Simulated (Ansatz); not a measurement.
Phases of CdS at 59 GPa

Structure types of CdS are relaxed in primitive cells with their symmetry kept at 59 GPa, on PAW files; LAPW relaxes the small cells further and takes the PAW cell for the others (marked *). The enthalpy is E + pV at zero temperature, without zero-point motion. Only the types listed were tried, and differences under about 5 meV/atom are mesh noise. The real phase may be another.

Level of theory: DFT with PBE, scalar-relativistic, in Ansatz 0.2.0; Fermi–Dirac smearing of 0.08 eV, no spin polarisation. LAPW: all electrons, basis error target 0.5 meV/atom; PAW: frozen-core files, cutoff 420 eV.

k meshes: rocksalt 15×15×15, CsCl 14×14×14, zincblende 13×13×13, wurtzite 10×10×6, NiAs 11×11×6.

Task: Which type is lowest in enthalpy, and by how much?

Result: rocksalt, 118 meV/atom below NiAs. The whole table:

```json
{"start type": "rocksalt", "ends as": "rocksalt, Fm-3m", "a, b, c (Å)": "4.880, 4.880, 4.880", "V (Å³/atom)": "14.53", "H − H(lowest), LAPW (meV/atom)": "0.0", "same, PAW": "0.0"}
{"start type": "CsCl", "ends as": "CsCl, Pm-3m", "a, b, c (Å)": "3.021, 3.021, 3.021", "V (Å³/atom)": "13.79", "H − H(lowest), LAPW (meV/atom)": "207.6", "same, PAW": "208.6"}
{"start type": "zincblende", "ends as": "zincblende, F-43m", "a, b, c (Å)": "5.150, 5.150, 5.150", "V (Å³/atom)": "17.07", "H − H(lowest), LAPW (meV/atom)": "1101.4", "same, PAW": "1098.8"}
{"start type": "wurtzite*", "ends as": "distorted wurtzite, P6_3mc", "a, b, c (Å)": "3.198, 3.198, 7.175", "V (Å³/atom)": "15.88", "H − H(lowest), LAPW (meV/atom)": "937.0", "same, PAW": "935.5"}
{"start type": "NiAs*", "ends as": "NiAs, P6_3/mmc", "a, b, c (Å)": "3.350, 3.350, 6.031", "V (Å³/atom)": "14.65", "H − H(lowest), LAPW (meV/atom)": "117.9", "same, PAW": "118.1"}
```

Task: Split the lead of rocksalt over NiAs into energy and pV.

Result: For NiAs less rocksalt: ΔE = +71.9 meV/atom, and p·ΔV = 59 GPa × +0.1248 Å³ × 6.242 meV/(GPa·Å³) = +46.0 meV/atom, together 117.9 meV/atom. rocksalt wins on both counts.
